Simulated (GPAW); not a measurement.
Crystal: TaS2.

```
CELL_PARAMETERS angstrom
3.35000 0.00000 0.00000
-1.67500 2.90119 0.00000
0.00000 0.00000 5.86000
ATOMIC_POSITIONS crystal
Ta 0.00000 0.00000 0.00000
S 0.66667 0.33333 0.75000
S 0.33333 0.66667 0.25000
```

Base run:

| Quantity | Value |
| --- | --- |
| Program | GPAW 26.7.0 |
| Functional | PBE |
| Potentials or basis | GPAW PAW data sets (gpaw-data 1.2.1) |
| Cutoff | 600 eV |
| Basis | pw |
| k mesh | 9 × 9 × 5 |
| Occupations | fermi-dirac, width 0.05 eV |
| Spin | no spin polarisation |

Its results: pressure 9.5 GPa; largest force 1.282 eV/Å.

The run is repeated on the same cell with these changes: functional from PBE to LDA; potentials or basis from GPAW PAW data sets (gpaw-data 1.2.1) to the program's PAW data sets (release 1.2.1) made for this functional. What comes out?

Pressure 1.3 GPa; largest force 0.766 eV/Å.

Caveats: this functional lacks dispersion, which binds the layers, so the pressure and a relaxed spacing across them are unreliable (some runs); forces of over 1 eV/Å show positions far from the minimum, so gaps and moduli don't describe the material at rest (some runs).
